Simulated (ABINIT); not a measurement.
Crystal: MoS2.

```
Mo S
1.0
     3.22746    0.00000    0.00000
    -1.61373    2.79507    0.00000
     0.00000    0.00000    6.31247
Mo S
1 2
Direct
  0.00000 0.00000 0.50000
  0.66667 0.33333 0.74468
  0.33333 0.66667 0.25532
```

Measurements of this composition are mostly on another form, of space group No. 194.

Base run:

| Item | Value |
| --- | --- |
| Program | ABINIT 10.8.3 (patched build) |
| Functional | PBE |
| Potentials or basis | JTH PAW PBE v2.0 |
| Cutoff | 544 eV |
| k mesh | 9 × 9 × 4 |
| Occupations | fermi-dirac, width 0.05 eV |
| Spin | no spin polarisation |

Its results: band gap on the k mesh none (metal or under the smearing width); pressure 1.1 GPa; largest force 0.287 eV/Å.

Question: After a change of settings the same cell gave: band gap on the k mesh none (metal or under the smearing width); pressure 6.7 GPa; largest force 0.744 eV/Å. Which change was it?
A. functional from PBE to LDA; potentials or basis from JTH PAW PBE v2.0 to JTH PAW LDA v2.0
B. functional from PBE to PW91
C. functional from PBE to SOGGA
D. functional from PBE to rPW86PBE

Answer: D.

Caveats: this functional lacks dispersion, which binds the layers, so the pressure and a relaxed spacing across them are unreliable (some runs); the PAW data sets were made with another functional, which shifts forces and pressure a little (some runs).
